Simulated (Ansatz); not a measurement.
Clean, relaxed (100) surface of Ba, space group Im-3m (No. 229) (top face towards +c; atoms held fixed, by place in the list: 1):

```
Ba
1.0
     4.91620    0.00000    0.00000
     0.00000    4.91620    0.00000
     0.00000    0.00000   21.91620
Ba
3
Direct
  0.50000 0.50000 0.38784
  0.00000 0.00000 0.50000
  0.50000 0.50000 0.61216
```

Computed with DFT PBE+D3(BJ), scalar-relativistic, plane waves, PAW (Ansatz 0.2.0). Settings: cutoff 420 eV, Γ-centred mesh 6×6×1 on the computed 3-atom cell, Gaussian smearing of 0.10 eV; no spin polarisation. A dipole correction removes the field between periodic images along c.

H2 is adsorbed on the top face, one adsorbate per 24.2 Å², and relaxed from 2 starting sites (fractions of a and b). E_ads counts from the clean slab and the free adsorbate (spin-polarised where it has unpaired electrons); negative means bound. Heights count from the highest slab atom after relaxation. With the adsorbate the cell is lengthened along c to keep the vacuum.

```json
{"start": "top (Ba) at (0.50, 0.50)", "ends at": "not bound", "E_ads (eV)": "-0.03", "height (Å)": "3.91"}
{"start": "bridge (Ba-Ba) at (0.00, 0.50)", "ends at": "not bound", "E_ads (eV)": "-0.04", "height (Å)": "3.10"}
```

It doesn't bind at this level of theory (ends above -0.1 eV count as unbound).

Each end is the local minimum or symmetric point that its start leads to. The slab is only 4.9 Å thick, so the energies aren't converged with thickness.